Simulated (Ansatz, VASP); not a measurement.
# Two plane-wave programs on Ge4N

```
Ge N
1.0
     4.09621    0.00000    0.00000
     0.00000    4.09621    0.00000
     0.00000    0.00000    5.31422
Ge N
4 1
Direct
  0.50000 0.00000 0.50000
  0.00000 0.50000 0.50000
  0.50000 0.00000 0.00000
  0.00000 0.50000 0.00000
  0.50000 0.50000 0.00000
```

Alike in both runs: functional PBE; k mesh 10 × 10 × 8; occupations gaussian, width 0.1 eV; no spin polarisation.

Ansatz relaxed the structure, and its values are those at the end. VASP's run is a single point on that final structure, the one shown.

```csv
,VASP,Ansatz
version,VASP 6.6.1,Ansatz 0.2.0
potentials or method,"VASP PAW PBE potentials, release 64 (Ge_d, N)","scalar-relativistic, plane waves, PAW"
plane-wave cutoff (eV),520,420
valence electrons in the cell,61,61
```

|  | VASP | Ansatz | Ansatz less VASP |
| --- | --- | --- | --- |
| gap on the k mesh at the Fermi level (eV) | none | none | - |
| pressure (GPa) | 0.0 | 0.0 | -0.02 |

A gap of «none» marks a metal or a gap that the smearing closes. With one functional, cell and mesh, what is left measures potentials, basis and numerics.
